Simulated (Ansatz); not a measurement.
K under changes of volume

One of the cells (78.519 Å³/atom); the others are scaled copies at fixed shape and fractional positions:

```xyz
1
Lattice="-2.6976 2.6976 2.6976 2.6976 -2.6976 2.6976 2.6976 2.6976 -2.6976" Properties=species:S:1:pos:R:3 pbc="T T T"
K     0.0000    0.0000    0.0000
```

```yaml
Program: Ansatz 0.2.0
Functional: PBEsol
Potentials_or_basis: Ansatz PAW
Cutoff: "420 eV (not typed: the program's choice for these potentials)"
k_mesh: 7 × 7 × 7
Occupations: fermi-dirac, width 0.05 eV
Spin: no spin polarisation
```

| volume (Å³/atom) | energy over the lowest point (meV/atom) | pressure (GPa) |
| --- | --- | --- |
| 73.807 | 0.00 | -0.1 |
| 75.378 | ? | ? |
| 76.948 | 4.09 | -0.3 |
| 78.519 | 6.97 | -0.3 |
| 80.089 | 10.34 | -0.4 |
| 81.659 | 14.14 | -0.4 |
| 83.230 | 18.34 | -0.4 |

What does the run at 75.378 Å³/atom give?

Energy over the lowest point 1.75 meV/atom; pressure -0.2 GPa.

Worked out: A Birch-Murnaghan fit of order 3 (a polynomial in V^(-2/3)) to the other rows has no minimum within the range. It gives 1.75 meV/atom at 75.378 Å³/atom, against the run's 1.75, and -dE/dV = -0.2 GPa, against -0.2.

Energies are extrapolated to zero smearing.

Caveats: the PAW data sets come from PBE, with cores solved anew for the run's functional, which leaves a small shift of forces and pressure.
